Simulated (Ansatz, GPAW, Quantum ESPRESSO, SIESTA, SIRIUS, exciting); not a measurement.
# One calculation of MgS, 6 ways

```
S Mg
1.0
     0.00000    2.83312    2.83312
     2.83312    0.00000    2.83312
     2.83312    2.83312    0.00000
S Mg
1 1
Direct
  0.25000 0.25000 0.25000
  0.00000 0.00000 0.00000
```

The cell comes from a database or a generator and needn't be the stable form of this composition.

Alike in all runs: task equation of state; functional PBEsol; k mesh 8 × 8 × 8; occupations fermi-dirac, width 0.05 eV; no spin polarisation; no spin-orbit coupling.

```csv
program and potentials,plane-wave cutoff (eV),notes,equilibrium volume (Å³/atom),bulk modulus (GPa)
"Quantum ESPRESSO, GBRV 1.5 PBEsol",612,-,22.55,57.7
"Ansatz, all-electron LAPW, scalar-relativistic",-,-,22.56,57.7
"SIESTA, files PseudoDojo sr-pbesol-0.4.1-standard, DZP (energy shift 0.003 Ry; two zetas on semicore shells)",-,atomic basis,23.24,54.9
"SIRIUS, all-electron FP-LAPW, apw+lo standard",-,-,22.55,57.8
"exciting, all-electron LAPW+lo, shipped species files, valence relativity iora*",-,-,22.58,57.1
"GPAW, PAW data sets generated for this functional",800,-,?,?
```

Estimate from the other rows what the run with GPAW, PAW data sets generated for this functional gave.

Equilibrium volume 22.60 Å³/atom; bulk modulus 57.9 GPa. The other rows, which needn't bracket it: equilibrium volume 22.55 to 23.24; bulk modulus 54.9 to 57.8.
